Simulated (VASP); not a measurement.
AlAs:

```
Al As
1.0
     0.00000    2.84088    2.84088
     2.84088    0.00000    2.84088
     2.84088    2.84088    0.00000
Al As
1 1
Direct
  0.00000 0.00000 0.00000
  0.25000 0.25000 0.25000
```

Program: VASP 6.6.1. Alike in all runs: task band structure; no spin polarisation; cell as given; k mesh 8 × 8 × 8; cutoff (eV) 520; smearing gaussian 0.03 eV.

**Question.** Order these runs on this cell by their band gap on the k mesh, lowest first.
A. level r2SCAN; potentials or basis VASP PAW PBE potentials, release 64 (Al, As)
B. level LDA; potentials or basis VASP PAW LDA potentials, release 64 (Al, As)
C. level TB-mBJ; potentials or basis VASP PAW PBE potentials, release 64 (Al, As)

**Answer.** B (1.36 eV), A (1.81 eV), C (2.18 eV).

Runs at the PBE level aren't shown here.
